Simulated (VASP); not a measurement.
## Na2S: relaxation of cell and atoms with PBEsol

The system is Na2S.

```
Na S
1.0
     0.00000    3.24915    3.24915
     3.24915    0.00000    3.24915
     3.24915    3.24915    0.00000
Na S
2 1
Direct
  0.25000 0.25000 0.25000
  0.75000 0.75000 0.75000
  0.00000 0.00000 0.00000
```

The cell comes from a database or a generator and needn't be the stable form of this composition.

- Program: VASP 6.6.1
- Task: relaxation of cell and atoms
- Functional: PBEsol
- Potentials or basis: VASP PAW PBE potentials, release 64 (Na_pv, S)
- Cutoff: 600 eV
- k mesh: 8 × 8 × 8
- Occupations: gaussian, width 0.02 eV
- Spin: no spin polarisation
- Further INCAR settings: ALGO = Normal; EDIFF = 1e-07; IBRION = 2; EDIFFG = -0.005; NSW = 90; ISIF = 3

```
Relaxed volume                         : 22.92 Å³/atom
Relaxed cell                           : a = 4.599 Å, b = 4.599 Å, c = 4.599 Å, α = 60.00°, β = 60.00°, γ = 60.00°
Space group after relaxing (to 0.05 Å) : Fm-3m (No. 225)
Energy gained by relaxing              : 0.0 meV/atom
Ionic steps                            : 2
Pressure after relaxing                : 0.0 GPa
Band gap on the k mesh                 : 2.42 eV, direct
```

Final structure:
```yaml
crystal:
  lattice:
    - [0.00000, 3.25164, 3.25164]
    - [3.25164, 0.00000, 3.25164]
    - [3.25164, 3.25164, 0.00000]
  atoms:
    - { symbol: Na, position: [0.25000, 0.25000, 0.25000] }
    - { symbol: Na, position: [0.75000, 0.75000, 0.75000] }
    - { symbol: S, position: [0.00000, 0.00000, 0.00000] }
```

Levels at points of the mesh, in eV from the valence-band top:
| k point | band 6 | band 7 | band 8 | band 9 | band 10 | band 11 | band 12 | band 13 | band 14 |
| --- | --- | --- | --- | --- | --- | --- | --- | --- | --- |
| (0.00, 0.00, 0.00) | -21.97 | -10.15 | 0.00 | 0.00 | 0.00 | 2.42 | 7.72 | 7.72 | 7.72 |
| (0.50, 0.00, 0.00) | -22.00 | -9.89 | -1.71 | -0.14 | -0.14 | 4.78 | 6.38 | 7.10 | 7.10 |
| (0.50, 0.50, 0.00) | -21.96 | -9.81 | -1.52 | -0.47 | -0.47 | 3.70 | 6.00 | 8.54 | 9.77 |

It took 26 s on 1 thread of Intel(R) Xeon(R) 6975P-C (Granite Rapids), on a shared host, peak memory 0.24 GiB.

Caveat: the PAW data sets were made with another functional, which shifts forces and pressure a little. A k mesh can miss the band edges.
